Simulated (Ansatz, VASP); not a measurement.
# Hf in VASP and in Ansatz

```xyz
1
Lattice="-1.8050 1.8050 1.8050 1.8050 -1.8050 1.8050 1.8050 1.8050 -1.8050" Properties=species:S:1:pos:R:3 pbc="T T T"
Hf    0.0000    0.0000    0.0000
```

Alike in both runs: functional PBEsol; k mesh 8 × 8 × 8; occupations fermi-dirac, width 0.05 eV; non-collinear spin, spin-orbit coupling.

|  | VASP | Ansatz |
| --- | --- | --- |
| version | VASP 6.6.1 | Ansatz 0.2.0 |
| potentials or method | VASP PAW PBE potentials, release 64 (Hf_pv), cutoff 520 eV | all-electron LAPW, relativistic spinors |
| task | single point | band structure |

|  | VASP | Ansatz | Ansatz less VASP |
| --- | --- | --- | --- |
| gap on the k mesh at the Fermi level (eV) | none | none | - |
| pressure (GPa) | -9.9 | -9.5 | +0.36 |
| net moment per atom (μB) | 0.00 | 0.00 | 0.000 |

A gap of «none» marks a metal or a gap that the smearing closes. Ansatz ran all-electron here, so the differences hold the error of VASP's frozen core and of both bases.

Caveats: the PAW data sets were made with another functional, which shifts forces and pressure a little (VASP); the k mesh is thin for a metal, which can move the energy by tens of meV per atom (Ansatz).
